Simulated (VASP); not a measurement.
Set up this calculation in VASP 6.6.1, as the native input.

* Task: single point
* Functional: PBE
* Potentials or basis: VASP PAW PBE potentials, release 64 (W_sv)
* Cutoff: 520 eV
* k mesh: 12 × 12 × 16
* Occupations: gaussian, width 0.1 eV
* Spin: no spin polarisation
* Dipole correction: no
* Further INCAR settings: ALGO = Fast; EDIFF = 1e-06; NBANDS = 36

The structure of W lies in POSCAR:

```
W
1.0
    2.2155083178     -4.9877095151      0.0000000000
    2.2155083178      4.9877095151      0.0000000000
    0.0000000000      0.0000000000      3.0763769253
W
4
Direct
    0.6332503962      0.3667496038      0.5000000000
    0.1332503962      0.8667496038      1.0000000000
    0.3667496038      0.6332503962      0.5000000000
    0.8667496038      0.1332503962      0.0000000000
```

The cell was built by a generator and needn't be a form met in nature.

One way to write it, as run:

INCAR

```
ALGO = Fast ; EDIFF = 1E-6
ENCUT = 520 ; GGA = PE
ISIF = 2 ; ISMEAR = 0
LASPH = True ; LCHARG = False
LREAL = False ; LWAVE = False
NBANDS = 36 ; NELM = 100
PREC = Accurate ; SIGMA = 0.1
```

KPOINTS

```
k-points
0
Gamma
  12 12 16
```

Potentials or basis: VASP PAW PBE potentials, release 64 (W_sv).

Command:

```console
$ cat potpaw_PBE.64/W_sv/POTCAR > POTCAR
$ mpirun -np 1 vasp_std > vasp.out
```

Results of the run:

```json
{"Pressure": "0.5 GPa", "Band gap on the k mesh": "none (metal or under the smearing width)"}
```

It took 14 min on 1 thread of AMD EPYC 7R13 Processor (Zen 3) (shared host), peak memory 0.66 GiB.
